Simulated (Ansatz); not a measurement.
## GaSb in Ansatz: the effect of functional

Crystal: GaSb.

```xyz
2
Lattice="-1.5455 2.6570 2.8739 1.5455 -2.6570 2.8739 1.5455 2.6570 -2.8739" Properties=species:S:1:pos:R:3 pbc="T T T"
Sb    0.0000    0.0000    2.8739
Ga    0.0000    0.0000    0.0000
```

Measurements of this composition are mostly on another form, of space group No. 216.

The cell isn't the ideal one: volume scaled by 0.98.

Alike in all runs:

```yaml
Program: Ansatz 0.2.0
Task: single point
Potentials_or_basis: Ansatz PAW
k_mesh: 10 × 10 × 10
Occupations: fermi-dirac, width 0.05 eV
Spin: no spin polarisation
```

```tsv
functional	cutoff	pressure (GPa)
LDA	420 eV (not typed: the program's choice for these potentials)	?
PBEsol	420 eV (not typed: the program's choice for these potentials)	-2.1
r2SCAN	500 eV (not typed: the program's choice for these potentials)	-0.7
```

What does the run with functional LDA give?

Pressure -3.6 GPa.

Caveats: the PAW data sets come from PBE, with cores solved anew for the run's functional, which leaves a small shift of forces and pressure.
